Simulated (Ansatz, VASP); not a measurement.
**Be: VASP beside Ansatz**

```xyz
2
Lattice="2.2295 0.0000 0.0000 -1.1148 1.9308 0.0000 0.0000 0.0000 3.5083" Properties=species:S:1:pos:R:3 pbc="T T T"
Be    0.0000    1.2872    0.8771
Be    1.1148    0.6436    2.6312
```

Alike in both runs: task single point; functional LDA; k mesh 16 × 16 × 9; occupations fermi-dirac, width 0.01 eV; no spin polarisation.

```csv
,VASP,Ansatz
version,VASP 6.6.1,Ansatz 0.2.0
potentials or method,"VASP PAW LDA potentials, release 64 (Be)","plane waves (420 eV) with PAW, scalar-relativistic"
plane-wave cutoff (eV),520,420
valence electrons in the cell,4,4
```

Ansatz gave:

- pressure (GPa): 0.0
- largest component of the traceless stress (GPa): 0.24

Task: Which values does VASP return?

Result: Pressure (GPa): 0.4; largest component of the traceless stress (GPa): 0.24.

Ansatz warned: «pseudo_functional_mismatch».
